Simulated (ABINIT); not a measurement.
# InAs (F-43m) in ABINIT: further runs

The runs below take InAs through equation of state, band structure, with rPW86PBE, SCAN, OLYP.

All numbers are computed with ABINIT 10.8.3 (patched build); they aren't measurements. Logs are shortened: lines on timing, memory, paths and dates and some standing lists are left out, and cuts for length are marked. The log counts tension as positive stress, the text compression.

**What was measured.**

From a printed reference work, data compilation, for a bulk crystal of InAs at 4.2 K: band gap 0.418 eV (direct).

The results are compared with them further down.

## (1) The structure

It takes space group F-43m (No. 216, cubic). The conventional cell has a = 6.036 Å, b = 6.036 Å, c = 6.036 Å, α = 90.00°, β = 90.00°, γ = 90.00°. In (site symmetry -43m) is surrounded by 4 As at 2.61 Å. As (site symmetry -43m) is surrounded by 4 In at 2.61 Å.

## (2) Equation of state, rPW86PBE

Input file run.abi:

```
# Datasets: one volume each
ndtset 7
getwfk -1
scalecart1 3*0.9795861087
scalecart2 3*0.9864848297
scalecart3 3*0.9932883884
scalecart4 3*1.0000000000
scalecart5 3*1.0066227096
scalecart6 3*1.0131594038
scalecart7 3*1.0196128224

# Pseudopotentials
pp_dirpath "./"
pseudos "In.GGA_PBE-JTH_sp.xml, As.GGA_PBE-JTH_sp.xml"

# Structure
acell 8.0655335175 8.0655335175 8.0655335175
rprim
     0.0000000000     0.7071067812     0.7071067812
     0.7071067812     0.0000000000     0.7071067812
     0.7071067812     0.7071067812     0.0000000000
ntypat 2
znucl 49 33
natom 2
typat 1 2
xred
     0.0000000000     0.0000000000     0.0000000000
     0.7500000000     0.7500000000     0.7500000000

# Plane-wave basis
ecut 15.0
pawecutdg 30.0

# k points
kptopt 1
ngkpt 8 8 8
nshiftk 1
shiftk 0.0 0.0 0.0

# Exchange and correlation
ixc -144130

# Bands and occupations
nband 8
occopt 3
tsmear 0.05 eV

# SCF cycle
nstep 100
tolvrs 1.0e-9

# Output
iomode 3
prtwf 1
prtden 0
prteig 0
prtebands 0
```

Potentials or basis: JTH PAW PBE v2.0 sp.

The run is started by

```sh
abinit run.abi > log 2>&1
```

run.abo:

```text
.Version 10.8.3 of ABINIT
 DATASET    1 : space group F-4 3 m (#216); Bravais cF (face-center cubic)
================================================================================
 Values of the parameters that define the memory need for DATASET  1.
     intxc =       0    ionmov =       0      iscf =      17    lmnmax =      13
     lnmax =       5     mgfft =      30  mpssoang =       3    mqgrid =    3001
     natom =       2  nloc_mem =       2    nspden =       1   nspinor =       1
    nsppol =       1      nsym =      24    n1xccc =       1    ntypat =       2
    occopt =       3   xclevel =       2
       mpw =         982          nfft =       27000          nkpt =          29
 PAW method is used; the additional fine FFT grid is defined by:
   mgfftf=        40    nfftf =     64000
================================================================================
================================================================================
[... 71 lines left out ...]
 DATASET    7 : space group F-4 3 m (#216); Bravais cF (face-center cubic)
================================================================================
 Values of the parameters that define the memory need for DATASET  7.
     intxc =       0    ionmov =       0      iscf =      17    lmnmax =      13
     lnmax =       5     mgfft =      30  mpssoang =       3    mqgrid =    3001
     natom =       2  nloc_mem =       2    nspden =       1   nspinor =       1
    nsppol =       1      nsym =      24    n1xccc =       1    ntypat =       2
    occopt =       3   xclevel =       2
       mpw =        1101          nfft =       27000          nkpt =          29
 PAW method is used; the additional fine FFT grid is defined by:
   mgfftf=        45    nfftf =     91125
================================================================================
================================================================================

--------------------------------------------------------------------------------
------------- Echo of variables that govern the present computation ------------
--------------------------------------------------------------------------------
 -outvars: echo values of preprocessed input variables --------
            acell      8.0655335175E+00  8.0655335175E+00  8.0655335175E+00 Bohr
              amu      1.14820000E+02  7.49215900E+01
             ecut      1.50000000E+01 Hartree
           getwfk          -1
              ixc     -144130
           jdtset        1    2    3    4    5    6    7
         kptrlatt        8    0    0      0    8    0      0    0    8
          kptrlen1     6.32070767E+01
          kptrlen2     6.36522117E+01
          kptrlen3     6.40912063E+01
          kptrlen4     6.45242681E+01
          kptrlen5     6.49515936E+01
          kptrlen6     6.53733690E+01
          kptrlen7     6.57897712E+01
            natom           2
            nband           8
           ndtset           7
            ngfft          30      30      30
          ngfftdg1         40      40      40
          ngfftdg2         40      40      40
          ngfftdg3         40      40      40
          ngfftdg4         40      40      40
          ngfftdg5         45      45      45
          ngfftdg6         45      45      45
          ngfftdg7         45      45      45
             nkpt          29
            nstep         100
             nsym          24
           ntypat           2
           occopt           3
        pawecutdg      3.00000000E+01 Hartree
         pawxcdev           0
           prtden           0
        prtebands           0
           prteig           0
            rprim1     0.0000000000E+00  6.9267198023E-01  6.9267198023E-01
                       6.9267198023E-01  0.0000000000E+00  6.9267198023E-01
                       6.9267198023E-01  6.9267198023E-01  0.0000000000E+00
            rprim2     0.0000000000E+00  6.9755011263E-01  6.9755011263E-01
                       6.9755011263E-01  0.0000000000E+00  6.9755011263E-01
                       6.9755011263E-01  6.9755011263E-01  0.0000000000E+00
            rprim3     0.0000000000E+00  7.0236095512E-01  7.0236095512E-01
                       7.0236095512E-01  0.0000000000E+00  7.0236095512E-01
                       7.0236095512E-01  7.0236095512E-01  0.0000000000E+00
            rprim4     0.0000000000E+00  7.0710678120E-01  7.0710678120E-01
                       7.0710678120E-01  0.0000000000E+00  7.0710678120E-01
                       7.0710678120E-01  7.0710678120E-01  0.0000000000E+00
            rprim5     0.0000000000E+00  7.1178974407E-01  7.1178974407E-01
                       7.1178974407E-01  0.0000000000E+00  7.1178974407E-01
                       7.1178974407E-01  7.1178974407E-01  0.0000000000E+00
            rprim6     0.0000000000E+00  7.1641188486E-01  7.1641188486E-01
                       7.1641188486E-01  0.0000000000E+00  7.1641188486E-01
                       7.1641188486E-01  7.1641188486E-01  0.0000000000E+00
            rprim7     0.0000000000E+00  7.2097514092E-01  7.2097514092E-01
                       7.2097514092E-01  0.0000000000E+00  7.2097514092E-01
                       7.2097514092E-01  7.2097514092E-01  0.0000000000E+00
          spgroup         216
           tolvrs      1.00000000E-09
           tsmear      1.83746611E-03 Hartree
            typat      1  2
           useylm           1
           xangst1     0.0000000000E+00  0.0000000000E+00  0.0000000000E+00
                       4.4345863112E+00  4.4345863112E+00  4.4345863112E+00
           xangst2     0.0000000000E+00  0.0000000000E+00  0.0000000000E+00
                       4.4658168211E+00  4.4658168211E+00  4.4658168211E+00
           xangst3     0.0000000000E+00  0.0000000000E+00  0.0000000000E+00
                       4.4966165313E+00  4.4966165313E+00  4.4966165313E+00
           xangst4     0.0000000000E+00  0.0000000000E+00  0.0000000000E+00
                       4.5269999970E+00  4.5269999970E+00  4.5269999970E+00
           xangst5     0.0000000000E+00  0.0000000000E+00  0.0000000000E+00
                       4.5569810033E+00  4.5569810033E+00  4.5569810033E+00
           xangst6     0.0000000000E+00  0.0000000000E+00  0.0000000000E+00
                       4.5865726180E+00  4.5865726180E+00  4.5865726180E+00
           xangst7     0.0000000000E+00  0.0000000000E+00  0.0000000000E+00
                       4.6157872440E+00  4.6157872440E+00  4.6157872440E+00
            xcart1     0.0000000000E+00  0.0000000000E+00  0.0000000000E+00
                       8.3801536098E+00  8.3801536098E+00  8.3801536098E+00
            xcart2     0.0000000000E+00  0.0000000000E+00  0.0000000000E+00
                       8.4391707204E+00  8.4391707204E+00  8.4391707204E+00
            xcart3     0.0000000000E+00  0.0000000000E+00  0.0000000000E+00
                       8.4973737374E+00  8.4973737374E+00  8.4973737374E+00
            xcart4     0.0000000000E+00  0.0000000000E+00  0.0000000000E+00
                       8.5547901663E+00  8.5547901663E+00  8.5547901663E+00
            xcart5     0.0000000000E+00  0.0000000000E+00  0.0000000000E+00
                       8.6114460573E+00  8.6114460573E+00  8.6114460573E+00
            xcart6     0.0000000000E+00  0.0000000000E+00  0.0000000000E+00
                       8.6673661046E+00  8.6673661046E+00  8.6673661046E+00
            xcart7     0.0000000000E+00  0.0000000000E+00  0.0000000000E+00
                       8.7225737465E+00  8.7225737465E+00  8.7225737465E+00
             xred      0.0000000000E+00  0.0000000000E+00  0.0000000000E+00
                       7.5000000000E-01  7.5000000000E-01  7.5000000000E-01
            znucl       49.00000   33.00000

================================================================================

 chkinp: Checking input parameters for consistency, jdtset=   1.

 chkinp: Checking input parameters for consistency, jdtset=   2.

 chkinp: Checking input parameters for consistency, jdtset=   3.

 chkinp: Checking input parameters for consistency, jdtset=   4.
[... 27 lines left out ...]
 getcut: wavevector=  0.0000  0.0000  0.0000  ngfft=  30  30  30
         ecut(hartree)=     15.000   => boxcut(ratio)=   2.18030

 Fine grid specifications (used for densities):

 getcut: wavevector=  0.0000  0.0000  0.0000  ngfft=  40  40  40
         ecut(hartree)=     30.000   => boxcut(ratio)=   2.05333

--- Pseudopotential description ------------------------------------------------
- pspini: atom type   1  psp file is ./In.GGA_PBE-JTH_sp.xml
 Pseudopotential format is: paw10
 basis_size (lnmax)=  5 (lmn_size= 13), orbitals=   0   0   1   1   2
 Spheres core radius: rc_sph= 2.90115454
 Shapefunction is SIN type: shapef(r)=[sin(pi*r/rshp)/(pi*r/rshp)]**2
 Radius for shape functions =  2.20905649
 Compensation charge density is not taken into account in XC energy/potential

- pspini: atom type   2  psp file is ./As.GGA_PBE-JTH_sp.xml
 Pseudopotential format is: paw10
 basis_size (lnmax)=  4 (lmn_size=  8), orbitals=   0   0   1   1
 Spheres core radius: rc_sph= 2.10391912
 Shapefunction is BESSEL type: shapef(r,l)=aa(1,l)*jl(q(1,l)*r)+aa(2,l)*jl(q(2,l)*r)
 Radius for shape functions =  1.80731519
 Compensation charge density is not taken into account in XC energy/potential

   5.19400645E+02                                ecore*ucvol(ha*bohr**3)
--------------------------------------------------------------------------------

[... 7 lines left out ...]

     iter   Etot(hartree)      deltaE(h)  residm     nres2
 ETOT  1  -8.5236532980908    -8.524E+00 4.036E-02 1.383E+00
 ETOT  2  -8.5495347252362    -2.588E-02 4.005E-03 1.685E-01
 ETOT  3  -8.5485116555303     1.023E-03 1.817E-04 1.528E-02
 ETOT  4  -8.5485296218651    -1.797E-05 1.827E-04 9.590E-04
 ETOT  5  -8.5485330217043    -3.400E-06 2.784E-05 8.486E-05
 ETOT  6  -8.5485327498191     2.719E-07 2.591E-05 1.067E-05
 ETOT  7  -8.5485327965059    -4.669E-08 3.738E-06 2.555E-07
 ETOT  8  -8.5485327964299     7.597E-11 8.448E-06 6.565E-09
 ETOT  9  -8.5485327963546     7.534E-11 6.926E-07 1.311E-09
 ETOT 10  -8.5485327963582    -3.578E-12 3.969E-06 1.941E-10
[... 1172 lines left out ...]
 Cartesian components of stress tensor (hartree/bohr^3)
  sigma(1 1)= -1.41718325E-04  sigma(3 2)=  0.00000000E+00
  sigma(2 2)= -1.41718325E-04  sigma(3 1)=  0.00000000E+00
  sigma(3 3)= -1.41718325E-04  sigma(2 1)=  0.00000000E+00

-Cartesian components of stress tensor (GPa)         [Pressure=  4.1695E+00 GPa]
- sigma(1 1)= -4.16949707E+00  sigma(3 2)=  0.00000000E+00
- sigma(2 2)= -4.16949707E+00  sigma(3 1)=  0.00000000E+00
- sigma(3 3)= -4.16949707E+00  sigma(2 1)=  0.00000000E+00

== END DATASET(S) ==============================================================
================================================================================

 -outvars: echo values of variables after computation  --------
            acell      8.0655335175E+00  8.0655335175E+00  8.0655335175E+00 Bohr
           etotal1    -8.5485327964E+00
           etotal2    -8.5518104032E+00
           etotal3    -8.5546028237E+00
           etotal4    -8.5569288916E+00
           etotal5    -8.5588464740E+00
           etotal6    -8.5604004287E+00
           etotal7    -8.5616185016E+00
            fcart1    -6.0246029232E-29 -2.4098411693E-29  1.0844285262E-28
                       6.0246029232E-29  2.4098411693E-29 -1.0844285262E-28
            fcart2    -7.1789657454E-29  2.3929885818E-29  2.3929885818E-29
                       7.1789657454E-29 -2.3929885818E-29 -2.3929885818E-29
            fcart3    -2.3765977345E-29 -2.3765977345E-29  7.1297932035E-29
                       2.3765977345E-29  2.3765977345E-29 -7.1297932035E-29
            fcart4    -2.3606469336E-29 -5.9016173340E-30  2.3606469336E-29
                       2.3606469336E-29  5.9016173340E-30 -2.3606469336E-29
            fcart5     7.0353477358E-29  3.5176738679E-29 -1.1725579560E-28
                      -7.0353477358E-29 -3.5176738679E-29  1.1725579560E-28
            fcart6    -9.3199428431E-29 -4.6599714215E-29  1.8639885686E-28
                       9.3199428431E-29  4.6599714215E-29 -1.8639885686E-28
            fcart7     1.1210387715E-44  1.1576192853E-28 -1.3891431424E-28
                       0.0000000000E+00 -1.1576192853E-28  1.3891431424E-28
            rprim1     0.0000000000E+00  6.9267198023E-01  6.9267198023E-01
[... 30 lines left out ...]
           strten6    -1.8433166007E-04 -1.8433166007E-04 -1.8433166007E-04
                       0.0000000000E+00  0.0000000000E+00  0.0000000000E+00
           strten7    -1.4171832481E-04 -1.4171832481E-04 -1.4171832481E-04
                       0.0000000000E+00  0.0000000000E+00  0.0000000000E+00
           xangst1     0.0000000000E+00  0.0000000000E+00  0.0000000000E+00
                       4.4345863112E+00  4.4345863112E+00  4.4345863112E+00
           xangst2     0.0000000000E+00  0.0000000000E+00  0.0000000000E+00
                       4.4658168211E+00  4.4658168211E+00  4.4658168211E+00
           xangst3     0.0000000000E+00  0.0000000000E+00  0.0000000000E+00
                       4.4966165313E+00  4.4966165313E+00  4.4966165313E+00
           xangst4     0.0000000000E+00  0.0000000000E+00  0.0000000000E+00
                       4.5269999970E+00  4.5269999970E+00  4.5269999970E+00
           xangst5     0.0000000000E+00  0.0000000000E+00  0.0000000000E+00
                       4.5569810033E+00  4.5569810033E+00  4.5569810033E+00
           xangst6     0.0000000000E+00  0.0000000000E+00  0.0000000000E+00
                       4.5865726180E+00  4.5865726180E+00  4.5865726180E+00
           xangst7     0.0000000000E+00  0.0000000000E+00  0.0000000000E+00
                       4.6157872440E+00  4.6157872440E+00  4.6157872440E+00
             xred      0.0000000000E+00  0.0000000000E+00  0.0000000000E+00
                       7.5000000000E-01  7.5000000000E-01  7.5000000000E-01
 Calculation completed.
```

It took 61 s on 1 thread of Arm Neoverse V2, shared host; peak memory 0.14 GiB.

What came out:

```
Equilibrium volume : 31.51 Å³/atom (rough: see the caveat)
Bulk modulus       : 45 GPa (rough)
```

Energy against volume, from the lowest point:
```csv
volume (Å³/atom),energy (meV/atom)
25.840,178.04
26.389,133.45
26.939,95.45
27.489,63.81
28.039,37.72
28.588,16.57
29.138,0.00
```

Caveat: the cutoff is too short for stress, so the log's stress isn't used; pressures at fixed basis lie under the slope of the energies; the minimum lies outside the volumes run; the PAW data sets were made with another functional, which shifts forces and pressure a little; this set keeps more shells in the core, which shifts pressures and gaps; the atomic spheres overlap.

## (3) Band structure, SCAN

Input file run.abi:

```
# Datasets: ground state, then fixed potential
ndtset 2

# Pseudopotentials
pp_dirpath "./"
pseudos "In.GGA_PBE-JTH_sp.xml, As.GGA_PBE-JTH_sp.xml"

# Structure
acell 8.0655335175 8.0655335175 8.0655335175
rprim
     0.0000000000     0.7071067812     0.7071067812
     0.7071067812     0.0000000000     0.7071067812
     0.7071067812     0.7071067812     0.0000000000
ntypat 2
znucl 49 33
natom 2
typat 1 2
xcart
     0.0000000000     0.0000000000     0.0000000000
     8.5547901662     8.5547901662     8.5547901662

# Plane-wave basis
ecut 489.804952 eV
pawecutdg 36.0

# Exchange and correlation
ixc -263267
usekden 1
pawxcdev 0

# Bands and occupations
occopt 3
tsmear 0.05 eV

# SCF cycle
nstep 100

# Output
iomode 3
prtwf 0
prteig 0
prtebands 0
enunit 2
prtden1 1
prtkden1 1

# Dataset 1
kptopt1 1
ngkpt1 8 8 8
nshiftk1 1
shiftk1 0.0 0.0 0.0
nband1 8
tolvrs1 1.0e-8

# Dataset 2: bands along G-X-W-K-G-L-U-W-L-K
iscf2 -2
getden2 1
getkden2 1
nband2 12
nbdbuf2 2
tolwfr2 1.0e-12
kptopt2 -9
ndivsm2 6
prteig2 1
kptbounds2
     0.0000000000     0.0000000000     0.0000000000
     0.5000000000     0.0000000000     0.5000000000
     0.5000000000     0.2500000000     0.7500000000
     0.3750000000     0.3750000000     0.7500000000
     0.0000000000     0.0000000000     0.0000000000
     0.5000000000     0.5000000000     0.5000000000
     0.6250000000     0.2500000000     0.6250000000
     0.5000000000     0.2500000000     0.7500000000
     0.5000000000     0.5000000000     0.5000000000
     0.3750000000     0.3750000000     0.7500000000
```

Potentials or basis: JTH PAW PBE v2.0 sp.

The run is started by

```sh
abinit run.abi > log 2>&1
```

Wall time 1.7 min (1 thread of Arm Neoverse V2, shared host); peak memory 0.14 GiB.

It converged, with:

- Free energy: 565.3173 eV
- Band gap on the k mesh: 0.14 eV, direct

Levels at the corners of the path, in eV from the valence-band top:
| point | band 2 | band 3 | band 4 | band 5 | band 6 | band 7 |
| --- | --- | --- | --- | --- | --- | --- |
| Γ | 0.00 | 0.00 | 0.00 | 0.14 | 4.21 | 4.21 |
| X | -6.04 | -2.42 | -2.42 | 1.73 | 2.31 | 9.84 |
| W | -5.87 | -3.10 | -2.98 | 4.59 | 4.65 | 5.42 |
| K | -5.88 | -3.41 | -2.04 | 2.35 | 4.65 | 7.83 |
| Γ | 0.00 | 0.00 | 0.00 | 0.14 | 4.21 | 4.21 |
| L | -5.96 | -1.03 | -1.03 | 1.23 | 5.00 | 5.00 |
| U | -5.88 | -3.41 | -2.04 | 2.35 | 4.65 | 7.83 |
| W | -5.87 | -3.10 | -2.98 | 4.59 | 4.65 | 5.42 |
| L | -5.96 | -1.03 | -1.03 | 1.23 | 5.00 | 5.00 |
| K | -5.88 | -3.41 | -2.04 | 2.35 | 4.65 | 7.83 |

Caveat: the cutoff is too short for stress, so the log's stress isn't used; totals of a meta-GGA on PAW files have another zero than those of a GGA; the PAW data sets were made with another functional, which shifts forces and pressure a little; spin-orbit coupling is left out, which moves the levels of the heavy elements; this set keeps more shells in the core, which shifts pressures and gaps; the atomic spheres overlap.

[end of part 1 of 2]
